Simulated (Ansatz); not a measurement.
Crystal: HfN.

```
CELL_PARAMETERS angstrom
0.00000 2.25600 2.25600
2.25600 0.00000 2.25600
2.25600 2.25600 0.00000
ATOMIC_POSITIONS crystal
Hf 0.00000 0.00000 0.00000
N 0.50000 0.50000 0.50000
```

Base run:

- Program: Ansatz 0.2.0
- Functional: r2SCAN
- Potentials or basis: Ansatz PAW
- Cutoff: 500 eV (not typed: the program's choice for these potentials)
- k mesh: 10 × 10 × 10
- Occupations: fermi-dirac, width 0.05 eV
- Spin: no spin polarisation
- Hubbard terms: Hf d U = 2 eV

Its results: band gap on the k mesh none (metal or under the smearing width); pressure 5.4 GPa.

Q: After a change of settings the same cell gave: band gap on the k mesh none (metal or under the smearing width); pressure 4.0 GPa. Which change was it?
A. spin from no spin polarisation to spin-orbit coupling, no magnetisation; hubbard terms from Hf d U = 2 eV to none; hubbard projectors from ortho-atomic (the default) to none; potential files from those of the base run to others of the same set
B. hubbard terms from Hf d U = 2 eV to Hf d U = 1 eV
C. hubbard terms from Hf d U = 2 eV to none; hubbard projectors from ortho-atomic (the default) to none
D. hubbard terms from Hf d U = 2 eV to Hf d U = 5 eV

A: B.

Caveats: spin-orbit coupling is left out, which moves the levels of the heavy elements; U without spin polarisation on a metal has little footing; the PAW data sets come from PBE, with cores solved anew for the run's functional, which leaves a small shift of forces and pressure.
